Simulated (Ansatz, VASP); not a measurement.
Given: the input of a run of Ansatz 0.2.0 on C.

Contents of input.yaml:

```yaml
crystal:
  lattice:
    - [2.456227506, 0.0, 0.0]
    - [-1.228113753, 2.1271554177, 0.0]
    - [0.0, 0.0, 24.1339601687]
  atoms:
    - { symbol: C, position: [0.6666666667, 0.3333333333, 0.57047544] }
    - { symbol: C, position: [0.3333333333, 0.6666666667, 0.42952456] }
    - { symbol: C, position: [0.0, 0.0, 0.42953123] }
    - { symbol: C, position: [0.0, 0.0, 0.57046877] }
hamiltonian:
  xc: pbesol
  pseudopotentials: { kind: paw }
kpoints:
  mp_grid: { grid: [12, 12, 2] }
scf:
  occupations: { method: fermi_dirac, width: 0.05 }
output:
  forces: true
  stress: true
  eigenvalues: true
```

Potentials or basis: Ansatz PAW.

Launch:

```sh
$ ansatz run input.yaml --threads 1 --pin off --max-ram 3584MiB --backend cpu --events-out ev --progress --plain --runs-dir out
```

**Question.** Set up the same calculation for VASP 6.6.1. Potentials there: VASP PAW PBE potentials, release 64 (C).

**Answer.** As run (the cutoff follows the program's own potentials):

File INCAR:

```
SYSTEM = C
PREC     = Accurate       ! precision mode
ENCUT    = 520            ! plane-wave cutoff, eV
EDIFF    = 1E-6           ! SCF threshold, eV
ISMEAR   = -1             ! smearing method
SIGMA    = 0.05           ! smearing width, eV
LREAL    = .FALSE.        ! projectors in reciprocal space
LASPH    = .TRUE.         ! aspherical terms in the spheres
NELM     = 60             ! most SCF steps
ALGO     = Normal         ! electronic algorithm
ISIF     = 2              ! what is computed and relaxed
LWAVE    = .FALSE.        ! write WAVECAR
LCHARG   = .FALSE.        ! write CHGCAR
GGA      = PS             ! functional
NBANDS   = 16             ! bands
```

Contents of KPOINTS:

```
Automatic mesh
0
G
  12 12 2
  0 0 0
```

POSCAR

```
C
1.0
    2.4562275060      0.0000000000      0.0000000000
   -1.2281137530      2.1271554177      0.0000000000
    0.0000000000      0.0000000000     24.1339601687
C
4
Direct
    0.6666666667      0.3333333333      0.5704754400
    0.3333333333      0.6666666667      0.4295245600
    0.0000000000      0.0000000000      0.4295312300
    0.0000000000      0.0000000000      0.5704687700
```

Potentials or basis: VASP PAW PBE potentials, release 64 (C).

The run is started by

```console
$ cat potpaw_PBE.64/C/POTCAR > POTCAR
$ mpirun -np 1 vasp_std > vasp.out
```

Both were run:

|  | VASP | Ansatz | Ansatz less VASP |
| --- | --- | --- | --- |
| gap on the k mesh at the Fermi level (eV) | none | none | - |
| rms of the force components (eV/Å) | 0.009 | 0.009 | -0.0001 |

Atom by atom the forces differ by 0.000 eV/Å (rms over components). A gap of «none» marks a metal or a gap that the smearing closes. With one functional, cell and mesh, what is left measures potentials, basis and numerics.

Caveats: the PAW data sets were made with another functional, which shifts forces and pressure a little (VASP); the PAW data sets come from PBE, with cores solved anew for the run's functional, which leaves a small shift of forces and pressure (Ansatz).
